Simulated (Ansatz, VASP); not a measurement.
## One calculation of BeSe, two programs

```
Be Se
1.0
     0.00000    5.07000    5.07000
     5.07000    0.00000    5.07000
     5.07000    5.07000    0.00000
Be Se
8 8
Direct
  0.00000 0.00000 0.00000
  0.00000 0.00000 0.50000
  0.00000 0.50000 0.00000
  0.00000 0.50000 0.50000
  0.50000 0.00000 0.00000
  0.50000 0.00000 0.50000
  0.50000 0.50000 0.00000
  0.50000 0.50000 0.50000
  0.12500 0.12500 0.12500
  0.12500 0.12500 0.62500
  0.12500 0.62500 0.12500
  0.12500 0.62500 0.62500
  0.62500 0.12500 0.12500
  0.62500 0.12500 0.62500
  0.62500 0.62500 0.12500
  0.62500 0.62500 0.62500
```

Alike in both runs: task electric field gradients; functional PBE; k mesh 3 × 3 × 3; no spin polarisation.

|  | VASP | Ansatz |
| --- | --- | --- |
| version | VASP 6.6.1 | Ansatz 0.2.0 |
| potentials or method | VASP PAW PBE potentials, release 64 (Be, Se) | plane-wave PAW, scalar-relativistic |
| plane-wave cutoff (eV) | 520 | 420 |
| occupations | gaussian, width 0.01 eV | fixed |
| valence electrons in the cell | 64 | 144 |

|  | VASP | Ansatz | Ansatz less VASP |
| --- | --- | --- | --- |
| gap on the k mesh at the Fermi level (eV) | 2.52 | 2.53 | +0.013 |
| Vzz of the field gradient on the site that differs most (V/Å²) | 0.0 | 0.0 | 0.00 |

The two sets of potentials don't hold the same shells in valence.

PBE gaps usually lie below the measured ones, often by a third to a half.
